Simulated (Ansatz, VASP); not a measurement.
## Rh in VASP and in Ansatz

INCAR

```
SYSTEM = Rh
  AGGAC = 1.0
  AGGAX = 1.0
  ALDAC = 0.0
  ALDAX = 1.0
  ALGO = Normal
  EDIFF = 1E-7
  EDIFFG = -0.01
  ENCUT = 600
  GGA = B5
  IBRION = 2
  ISIF = 3
  ISMEAR = -1
  LASPH = .TRUE.
  LCHARG = .FALSE.
  LREAL = .FALSE.
  LWAVE = .FALSE.
  NELM = 100
  NSW = 80
  PREC = Accurate
  SIGMA = 0.1
```

KPOINTS

```
k-points
0
G
  14 14 14
  0 0 0
```

File POSCAR:

```
Rh
1.0
    0.0000000000      1.9015500000      1.9015500000
    1.9015500000      0.0000000000      1.9015500000
    1.9015500000      1.9015500000      0.0000000000
Rh
1
Direct
    0.0000000000      0.0000000000      0.0000000000
```

Input for Ansatz:

```yaml
crystal:
  lattice:
    - [0.0, 1.90155, 1.90155]
    - [1.90155, 0.0, 1.90155]
    - [1.90155, 1.90155, 0.0]
  atoms:
    - { symbol: Rh, position: [0.0, 0.0, 0.0] }
hamiltonian:
  xc: blyp
  pseudopotentials:
    kind: paw
    azcp:
      Rh: "pseudopotentials/Rh.paw.azcp"
basis:
  ecutwfc: 420
  fft_grid_basis: typed
kpoints:
  mp_grid: { grid: [14, 14, 14], shift: [0, 0, 0] }
magnetization:
  spin_polarized: false
scf:
  occupations: { method: fermi_dirac, width: 0.1 }
relax:
  max_steps: 60
  f_tol: 0.01
  cell: {}
```

Alike in both runs: task relaxation of cell and atoms; functional BLYP; k mesh 14 × 14 × 14; occupations fermi-dirac, width 0.1 eV; no spin polarisation.

```csv
,VASP,Ansatz
version,VASP 6.6.1,Ansatz 0.2.0
potentials or method,"VASP PAW PBE potentials, release 64 (Rh_pv)","plane waves (420 eV) with PAW, scalar-relativistic"
plane-wave cutoff (eV),600,420
valence electrons in the cell,15,17
```

VASP gave:

* relaxed volume (Å³/atom): 14.87
* relaxed cell length with the largest relative difference (Å): 2.760
* energy change over the relaxation (meV/atom): -67

Q: Estimate Ansatz's values.

A: Relaxed volume (Å³/atom): 14.85; relaxed cell length with the largest relative difference (Å): 2.759; energy change over the relaxation (meV/atom): -63.

The two sets of potentials don't hold the same shells in valence.

Caveats: the PAW data sets were made with another functional, which shifts forces and pressure a little (VASP). BLYP gives volumes clearly too large for solids. Zero-point motion and thermal expansion aren't in these numbers.
